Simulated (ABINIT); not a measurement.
**BP: single point with RPBE**

The system is BP.

```xyz
2
Lattice="0.0000 2.2690 2.2690 2.2690 0.0000 2.2690 2.2690 2.2690 0.0000" Properties=species:S:1:pos:R:3 pbc="T T T"
P     3.4035    3.4035    3.4035
B     0.0000    0.0000    0.0000
```

* Program: ABINIT 10.8.3 (patched build)
* Task: single point
* Functional: RPBE
* Potentials or basis: JTH PAW PBE v2.0
* Cutoff: 653 eV
* k mesh: 10 × 10 × 10
* Occupations: fermi-dirac, width 0.05 eV
* Spin: no spin polarisation

```json
{
 "Pressure": "3.7 GPa",
 "Band gap on the k mesh": "1.25 eV, indirect (least direct gap 3.39 eV)",
 "Valence electrons inside the program's atomic spheres": "P 1.60; B 1.84"
}
```

Levels at points of the mesh, in eV from the valence-band top:
```csv
k point,band 1,band 2,band 3,band 4,band 5,band 6,band 7,band 8
"(0.00, 0.00, 0.00)",-15.48,0.00,0.00,0.00,3.39,3.39,3.39,7.40
"(0.50, 0.00, 0.00)",-12.16,-9.04,-1.76,-1.76,3.78,4.70,4.70,10.22
"(0.50, 0.50, 0.00)",-10.61,-8.62,-4.12,-4.12,1.33,1.70,12.11,12.11
```

Run time: 12 s on 1 thread of Arm Neoverse V1 (shared host), peak memory 0.09 GiB.

Caveat: the PAW data sets were made with another functional, which shifts forces and pressure a little. A k mesh can miss the band edges.
